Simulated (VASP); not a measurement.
# Hf (Fm-3m) in VASP: single point with HSE06

Aim: the single point of Hf with HSE06.

Program: VASP 6.6.1. These are calculated values, not measurements. Logs are shortened: lines on timing, memory, paths and dates and some standing lists are left out, and cuts for length are marked.

### 1 The structure

The structure is cubic, space group Fm-3m (No. 225). The conventional cell has a = 4.413 Å, b = 4.413 Å, c = 4.413 Å, α = 90.00°, β = 90.00°, γ = 90.00°. Hf (site symmetry m-3m) is surrounded by 12 Hf at 3.12 Å.

This isn't the form of Hf at room conditions, which is hcp.

### 2 Single point, HSE06

Contents of POSCAR:

```
Hf
1.0
    0.0000000000      2.2063400000      2.2063400000
    2.2063400000      0.0000000000      2.2063400000
    2.2063400000      2.2063400000      0.0000000000
Hf
1
Direct
    0.0000000000      0.0000000000      0.0000000000
```

Contents of INCAR.step1:

```
PREC = Accurate
ENCUT = 520
EDIFF = 1E-5
ISMEAR = 0
SIGMA = 0.1
LREAL = False
LASPH = True
NELM = 80
ALGO = Normal
ISIF = 2
LWAVE = True
LCHARG = False
GGA = PE
```

Contents of INCAR.step2:

```
PREC = Accurate
ENCUT = 520
EDIFF = 1E-6
ISMEAR = 0
SIGMA = 0.1
LREAL = False
LASPH = True
NELM = 80
ALGO = Normal
ISIF = 2
LWAVE = False
LCHARG = False
GGA = PE
LHFCALC = True
HFSCREEN = 0.2
PRECFOCK = Fast
ISTART = 1
```

Contents of KPOINTS:

```
Automatic mesh
0
Gamma
  8 8 8
```

Potentials or basis: VASP PAW PBE potentials, release 64 (Hf_pv).

The run is started by

```sh
$ cat potpaw_PBE.64/Hf_pv/POTCAR > POTCAR
$ cp INCAR.step1 INCAR
$ mpirun -np 1 vasp_std > vasp.out
$ cp INCAR.step2 INCAR
$ mpirun -np 1 vasp_std > vasp.out
```

OUTCAR:

```text
PREC = Accurate
   ENCUT = 520
   EDIFF = 1E-6
   ISMEAR = 0
   LREAL = False
   LASPH = True
   NELM = 80
   ISIF = 2
   GGA = PE
   LHFCALC = True
   HFSCREEN = 0.2
   PRECFOCK = Fast
   ISTART = 1

 ion  position               nearest neighbor table
   1  0.000  0.000  0.000-

  LATTYP: Found a face centered cubic cell.
 ALAT       =     4.4126800000

  Lattice vectors:

 A1 = (   0.0000000000,   2.2063400000,   2.2063400000)
 A2 = (   2.2063400000,   0.0000000000,   2.2063400000)
 A3 = (   2.2063400000,   2.2063400000,   0.0000000000)

Analysis of symmetry for initial positions (statically):
=====================================================================
 Subroutine PRICEL returns:
 Original cell was already a primitive cell.

 Routine SETGRP: Setting up the symmetry group for a
 face centered cubic supercell.

 Subroutine GETGRP returns: Found 48 space group operations
 (whereof 48 operations were pure point group operations)
 out of a pool of 48 trial point group operations.

The static configuration has the point symmetry O_h .

Analysis of symmetry for dynamics (positions and initial velocities):
=====================================================================
 Subroutine PRICEL returns:
 Original cell was already a primitive cell.

 Routine SETGRP: Setting up the symmetry group for a
 face centered cubic supercell.

 Subroutine GETGRP returns: Found 48 space group operations
 (whereof 48 operations were pure point group operations)
 out of a pool of 48 trial point group operations.

The dynamic configuration has the point symmetry O_h .

 Subroutine INISYM returns: Found 48 space group operations
 (whereof 48 operations are pure point group operations),
 and found     1 'primitive' translations

----------------------------------------------------------------------------------------

                                     Primitive cell

  volume of cell :      21.4806

  direct lattice vectors                    reciprocal lattice vectors
     0.000000000  2.206340000  2.206340000    -0.226619651  0.226619651  0.226619651
     2.206340000  0.000000000  2.206340000     0.226619651 -0.226619651  0.226619651
     2.206340000  2.206340000  0.000000000     0.226619651  0.226619651 -0.226619651

  length of vectors
     3.120235951  3.120235951  3.120235951     0.392516749  0.392516749  0.392516749

  position of ions in fractional coordinates (direct lattice)
     0.000000000  0.000000000  0.000000000

  ion indices of the primitive-cell ions
   primitive index   ion index
                 1           1

----------------------------------------------------------------------------------------

 KPOINTS: Automatic mesh

Automatic generation of k-mesh.
 Grid dimensions read from file:
 generate k-points for:    8    8    8

 Generating k-lattice:

  Cartesian coordinates                     Fractional coordinates (reciprocal lattice)
    -0.028327456  0.028327456  0.028327456     0.125000000  0.000000000  0.000000000
     0.028327456 -0.028327456  0.028327456     0.000000000  0.125000000  0.000000000
     0.028327456  0.028327456 -0.028327456     0.000000000  0.000000000  0.125000000

  Length of vectors
     0.049064594  0.049064594  0.049064594

  Shift w.r.t. Gamma in fractional coordinates (k-lattice)
     0.000000000  0.000000000  0.000000000

 Subroutine IBZKPT returns following result:
 ===========================================

 Found     29 irreducible k-points:

 Following reciprocal coordinates:
            Coordinates               Weight
  0.000000  0.000000  0.000000      1.000000
  0.125000  0.000000  0.000000      8.000000
  0.250000  0.000000  0.000000      8.000000
  0.375000  0.000000  0.000000      8.000000
  0.500000  0.000000  0.000000      4.000000
  0.125000  0.125000  0.000000      6.000000
[... 16 lines left out ...]
  0.500000  0.250000  0.125000     48.000000
 -0.375000  0.250000  0.125000     24.000000
 [... further k-points ...]
   k-points           NKPTS =     29   k-points in BZ     NKDIM =    512   number of bands    NBANDS=      9
   number of dos      NEDOS =    301   number of ions     NIONS =      1
   total plane-waves  NPLWV =  13824
   dimension x,y,z NGX =    24 NGY =   24 NGZ =   24
   dimension x,y,z NGXF=    48 NGYF=   48 NGZF=   48
   ions per type =               1
   NGX,Y,Z   is equivalent  to a cutoff of  12.79, 12.79, 12.79 a.u.
   NGXF,Y,Z  is equivalent  to a cutoff of  25.57, 25.57, 25.57 a.u.
 SYSTEM =  unknown system
   PREC   = accura    normal or accurate (medium, high low for compatibility)
   ISTART =      1    job   : 0-new  1-cont  2-samecut
   ICHARG =      0    charge: 1-file 2-atom 10-const
   ISPIN  =      1    spin polarized calculation?
   LNONCOLLINEAR =      F non collinear calculations
   LSORBIT =      F    spin-orbit coupling
   LASPH  =      T    aspherical Exc in radial PAW
   ENCUT  =  520.0 eV  38.22 Ry    6.18 a.u.   5.80  5.80  5.80*2*pi/ulx,y,z
   NELM   =     80;   NELMIN=  2; NELMDL=  0     # of ELM steps
   EDIFF  = 0.1E-05   stopping-criterion for ELM
   LREAL  =      F    real-space projection
   EDIFFG = 0.1E-04   stopping-criterion for IOM
   NSW    =      0    number of steps for IOM
   IBRION =     -1    ionic relax: 0-MD 1-quasi-New 2-CG
   NFREE  =      0    steps in history (QN), initial steepest desc. (CG)
   ISIF   =      2    stress and relaxation
   ISYM   =      3    0-nonsym 1-usesym 2-fastsym
   POTIM  = 0.5000    time-step for ionic-motion
   TEBEG  =    0.0;   TEEND  =   0.0 temperature during run
   PSTRESS=    0.0 pullay stress
   NELECT =      10.0000    total number of electrons
   NUPDOWN=      -1.0000    fix difference up-down
   EMIN   =  10.00;   EMAX   =-10.00  energy-range for DOS
   EFERMI =   0.00;   METHOD = LEGACY
   ISMEAR =     0;   SIGMA  =   0.10  broadening in eV -4-tet -1-fermi 0-gaus
   EFERMI_NEDOS =   21; number of points for ismear=-14 and -15
   IALGO  =     38    algorithm
   IMIX   =      1    mixing-type and parameters
     AMIX     =   0.40;   BMIX     =  1.00
     AMIX_MAG =   1.60;   BMIX_MAG =  1.00
  volume/ion in A,a.u.               =      21.48       144.96
  Fermi-wavevector in a.u.,A,eV,Ry     =   1.268798  2.397680 21.903307  1.609848
  Thomas-Fermi vector in A             =   2.401873
   LORBIT       =      0    0 simple, 1 ext, 2 COOP (PROOUT), +10 PAW based schemes
   GGA     = PE    functional components
   LHFCALC =     T    Hartree Fock is set to
   PRECFOCK=fast      Normal, Fast or Accurate (Low or Medium for compatibility)
   ENCUT4O =  -1.0   cutoff for four orbital integrals eV
   NKREDX  =     1    reduce k-point grid by
   NKREDY  =     1    reduce k-point grid by
   NKREDZ  =     1    reduce k-point grid by
   AEXX    =    0.2500 exact exchange contribution
   HFSCREEN=    0.2000 screening length (either q_TF or 0.3 A-1)
   HFSCREENC=   0.2000 screening length for correlation (either q_TF or 0.3 A-1)
   ENCUTFOCK=  -1.0 apply spherical cutoff to Coloumb kernel
   IVDW    =     0    specifies the selected vdW correction
   LEPSILON=     F    determine dielectric tensor
   LRPA    =     F    only Hartree local field effects (RPA)
 non-spin polarized calculation
 Gauss-broadening in eV      SIGMA  =   0.10
  energy-cutoff  :      520.00
  volume of cell :       21.48
 maximum number of plane-waves:       604
  NGX = 14; NGY = 14; NGZ = 14

 number of electron      10.0000001 magnetization

 Free energy of the ion-electron system (eV)
  ---------------------------------------------------
  ext. energy  EPLUGINS =         0.00000000
  ---------------------------------------------------
  free energy    TOTEN  =       -11.16869414 eV

  energy without entropy =      -11.16600985  energy(sigma->0) =      -11.16735200

 E-fermi :   5.0103     XC(G=0):  -9.4175

 val. band max:        4.9992870454   @ k =  -0.2500   0.2500   0.0000
 cond. band min:       5.0464615276   @ k =   0.2500   0.0000   0.0000
 fundamental gap:      0.0471744822
 Fermi energy:         5.0103499169

 k-point     1 :       0.0000    0.0000    0.0000
  band No.  band energies     occupation
      1     -27.2407      2.00000
      2     -27.2407      2.00000
      3     -27.2407      2.00000
      4      -3.5141      2.00000
      5       6.8474      0.00000
      6       6.8474      0.00000
      7       6.8474      0.00000
      8      10.1764      0.00000
      9      10.1764      0.00000

 k-point     2 :       0.1250    0.0000    0.0000
  band No.  band energies     occupation
      1     -27.4034      2.00000
      2     -27.2595      2.00000
      3     -27.2595      2.00000
      4      -2.8882      2.00000
      5       6.1547      0.00000
      6       7.1064      0.00000
      7       7.1064      0.00000
      8       9.8976      0.00000
      9       9.8976      0.00000

 k-point     3 :       0.2500    0.0000    0.0000
  band No.  band energies     occupation
      1     -27.7804      2.00000
      2     -27.3044      2.00000
      3     -27.3044      2.00000
      4      -1.3097      2.00000
      5       5.0465      0.60956
      6       7.2882      0.00000
      7       7.2882      0.00000
      8      10.0620      0.00000
      9      10.0620      0.00000

 k-point     4 :       0.3750    0.0000    0.0000
  band No.  band energies     occupation
      1     -28.1388      2.00000
      2     -27.3485      2.00000
      3     -27.3485      2.00000
      4       0.1978      2.00000
      5       4.8390      1.98459
      6       6.8957      0.00000
      7       6.8957      0.00000
      8      11.4448      0.00000
      9      11.4448      0.00000
[... 205 lines left out ...]
 k-point    22 :       0.3750    0.2500    0.1250
  band No.  band energies     occupation
      1     -27.8683      2.00000
      2     -27.4911      2.00000
      3     -27.3649      2.00000
      4       0.0076      2.00000
      5       4.1862      2.00000
      6       6.1840      0.00000
      7       8.7187      0.00000
      8       8.8560      0.00000
      9      11.9417      0.00000

 k-point    23 :       0.5000    0.2500    0.1250
  band No.  band energies     occupation
      1     -28.0544      2.00000
      2     -27.6054      2.00000
      3     -27.4202      2.00000
      4       1.5996      2.00000
      5       3.9986      2.00000
      6       5.2345      0.00153
      7       8.2596      0.00000
      8      10.6330      0.00000
      9      13.3492      0.00000

 k-point    24 :      -0.3750    0.2500    0.1250
  band No.  band energies     occupation
      1     -28.1330      2.00000
      2     -27.6426      2.00000
      3     -27.4501      2.00000
      4       2.2438      2.00000
      5       3.7954      2.00000
      6       5.4565      0.00000
      7       7.9716      0.00000
      8      11.6743      0.00000
      9      13.9168      0.00000

 [... further k-points ...]
[... 5 lines left out ...]
  --------------------------------------------------------------------------------------
  -------------------------------------------------------------------------------------
  Total        0.7039286      0.7039286      0.7039286     -0.0000000     -0.0000000     -0.0000000
  in kB       52.5039381     52.5039381     52.5039381     -0.0000000     -0.0000000     -0.0000000
  external PRESSURE =      52.5039381 kB  Pullay stress =       0.0000000 kB

 VOLUME and BASIS-vectors are now :
 -----------------------------------------------------------------------------
  energy-cutoff  :      520.00
  volume of cell :       21.48
      direct lattice vectors                 reciprocal lattice vectors
     0.000000000  2.206340000  2.206340000    -0.226619651  0.226619651  0.226619651
     2.206340000  0.000000000  2.206340000     0.226619651 -0.226619651  0.226619651
     2.206340000  2.206340000  0.000000000     0.226619651  0.226619651 -0.226619651

 POSITION                                       TOTAL-FORCE (eV/Angst)
 -----------------------------------------------------------------------------------
      0.00000      0.00000      0.00000         0.000000     -0.000000      0.000000
 -----------------------------------------------------------------------------------
    total drift:                                0.000000      0.000000      0.000000

  FREE ENERGIE OF THE ION-ELECTRON SYSTEM (eV)
  ---------------------------------------------------
  free  energy   TOTEN  =       -11.1686941437 eV

  energy  without entropy=      -11.1660098541  energy(sigma->0) =      -11.16735200
```

It took 7 min on 1 thread of Intel Xeon 6975P-C (Granite Rapids), shared host; peak memory 0.25 GiB.

Results:

```
Free energy            : -11.1687 eV
Pressure               : 5.3 GPa
Band gap on the k mesh : none (metal or under the smearing width)
```

Levels at points of the mesh, in eV from the Fermi level:
```
           k point  band 2  band 3  band 4  band 5  band 6  band 7  band 8  band 9
(0.00, 0.00, 0.00)  -32.25  -32.25   -8.52    1.84    1.84    1.84    5.17    5.17
(0.50, 0.00, 0.00)  -32.38  -32.38   -4.37    0.28    1.67    1.67    7.39    7.39
(0.50, 0.50, 0.00)  -32.60  -32.60   -3.96   -2.76    2.86    7.51    8.06    8.06
```

Caveat: the PAW data sets were made with another functional, which shifts forces and pressure a little.
